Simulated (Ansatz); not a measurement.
# SiNi: tests of the settings

The task here is to estimate one member of a computed series from the others.

Program: Ansatz 0.2.0. Level of theory: DFT PBE, scalar-relativistic, plane waves, PAW. These are calculated values, not measurements.

3 further runs of the same task are left out: 2 for a known fault of the program, 1 set aside as unsound or not needed. Runs told in other sessions of the task aren't counted.

## The structure to begin with

It takes space group Pmmn (No. 59, orthorhombic). The conventional cell has a = 3.027 Å, b = 3.273 Å, c = 4.698 Å, α = 90.00°, β = 90.00°, γ = 90.00°. Around Si (site symmetry mm2) lie 6 Ni at 2.34 to 2.40 Å and 4 Si at 2.68 Å. Around Ni (site symmetry mm2) lie 6 Si at 2.34 to 2.40 Å and 4 Ni at 2.67 Å.

Structure file:

```
Si Ni
1.0
     3.02662    0.00000    0.00000
     0.00000    3.27350    0.00000
     0.00000    0.00000    4.69776
Si Ni
2 2
Direct
  0.50000 0.50000 0.84230
  0.00000 0.00000 0.15770
  0.50000 0.50000 0.34422
  0.00000 0.00000 0.65578
```

Source of the structure: the Crystallography Open Database. It is taken as it stands there.

## The base run, which the others are set against

File input.yaml:

```yaml
crystal:
  lattice:
    - [3.02662, 0.0, 0.0]
    - [0.0, 3.2735, 0.0]
    - [0.0, 0.0, 4.69776]
  atoms:
    - { symbol: Si, position: [0.5, 0.5, 0.8423] }
    - { symbol: Si, position: [0.0, 0.0, 0.1577] }
    - { symbol: Ni, position: [0.5, 0.5, 0.34422] }
    - { symbol: Ni, position: [0.0, 0.0, 0.65578] }
basis:
  ecutwfc: 420
kpoints:
  mp_grid: { grid: [14, 12, 10] }
hamiltonian:
  xc: pbe
scf:
  occupations: { method: gaussian, width: 0.1 }
output:
  forces: true
  stress: true
  eigenvalues: true
  populations: true
  write_density: true
  write_potential: true
  elf: true
  volumetric_format: npy
```

It was run beforehand and gave: -3238.2180 eV/atom at zero smearing, pressure 1.12 GPa, largest force 0.125 eV/Å, no gap on the mesh, in 7 SCF cycles and 25 s.

Set-up of the first run:

File input.yaml:

```yaml
crystal:
  lattice:
    - [3.02662, 0.0, 0.0]
    - [0.0, 3.2735, 0.0]
    - [0.0, 0.0, 4.69776]
  atoms:
    - { symbol: Si, position: [0.5, 0.5, 0.8423] }
    - { symbol: Si, position: [0.0, 0.0, 0.1577] }
    - { symbol: Ni, position: [0.5, 0.5, 0.34422] }
    - { symbol: Ni, position: [0.0, 0.0, 0.65578] }
basis:
  ecutwfc: 420
kpoints:
  mp_grid: { grid: [1, 1, 1] }
hamiltonian:
  xc: pbe
scf:
  occupations: { method: gaussian, width: 0.1 }
output:
  forces: true
  stress: true
  eigenvalues: true
```

Run with:

```console
> ansatz run input.yaml --threads 1 --pin off --max-ram 2560MiB --backend cpu --events-out ev --progress --plain --runs-dir out
```

Steps of the session up to this table: K-point mesh set to 1×1×1; K-point mesh set to 4×4×2; K-point mesh: 4×4×4; K-point mesh set to 6×6×4; K-point mesh: 8×6×6; K-point mesh: 8×8×6; K-point mesh: 10×10×6; K-point mesh: 12×10×8; K-point mesh set to 14×12×8; K-point mesh set to 16×14×10; K-point mesh: 18×16×12.

One of the session's tables, all rows but one given; the rest of the session is left out.

It belongs to the step «What the k-point mesh changes». 

```
    mesh  ΔE (meV/atom)  pressure (GPa)  largest change of a force component (eV/Å)
   1×1×1            803           -5.34                                       0.793
   4×4×2          -23.6            1.54                                       0.073
   4×4×4          -8.76            1.05                                       0.022
   6×6×4           0.17            0.91                                       0.027
   8×6×6           0.96            1.30                                       0.060
   8×8×6           1.85            1.16                                       0.062
 10×10×6           0.11            1.17                                       0.039
 12×10×8              ?               ?                                           ?
 14×12×8           0.11            1.07                                       0.000
14×12×10           0.25            1.12                                       0.004
16×14×10          -0.12            1.08                                       0.005
18×16×12           0.00            1.09                                       0.000
```

Estimate the missing values for 12×10×8.

**Answer.** ΔE (meV/atom): 0.42; pressure (GPa): 1.06; largest change of a force component (eV/Å): 0.005. In the column «ΔE (meV/atom)» it lies between 14×12×10 (0.25) and 8×6×6 (0.96).

To keep in mind: The error changes sign along the series, since a k mesh isn't variational, and a metal needs dense meshes to resolve its Fermi surface. Spin polarisation is off in the runs that give these values; a magnetic solution could lie lower.
